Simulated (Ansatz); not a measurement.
## SrO: single point with PBE

SrO:

```
Sr O
1.0
     0.00000    2.56630    2.56630
     2.56630    0.00000    2.56630
     2.56630    2.56630    0.00000
Sr O
1 1
Direct
  0.50000 0.50000 0.50000
  0.00000 0.00000 0.00000
```

```json
{
 "Program": "Ansatz 0.2.0",
 "Task": "single point",
 "Functional": "PBE",
 "Potentials or basis": "Ansatz PAW",
 "Cutoff": "420 eV (not typed: the program's choice for these potentials)",
 "k mesh": "9 × 9 × 9",
 "Occupations": "gaussian, width 0.023 eV",
 "Spin": "no spin polarisation"
}
```

| Item | Value |
| --- | --- |
| Pressure | 3.3 GPa |
| Band gap on the k mesh | 3.37 eV, indirect (least direct gap 3.45 eV) |

Levels at points of the mesh, in eV from the valence-band top:
| k point | band 4 | band 5 | band 6 | band 7 | band 8 | band 9 | band 10 | band 11 | band 12 |
| --- | --- | --- | --- | --- | --- | --- | --- | --- | --- |
| (0.00, 0.00, 0.00) | -13.92 | -13.92 | 0.00 | 0.00 | 0.00 | 4.05 | 6.27 | 6.27 | 6.27 |

Run time: 0.46 s on 2 threads of Arm Neoverse V2, on a shared host, peak memory 0.27 GiB.

Caveat: odd divisions of the mesh miss points on the zone boundary, where band edges often lie, so the gap on the mesh can be too wide; the pressure holds a Pulay correction of +0.4 GPa for the finite cutoff. A hybrid or GW would open this gap; PBE tends to underestimate it.
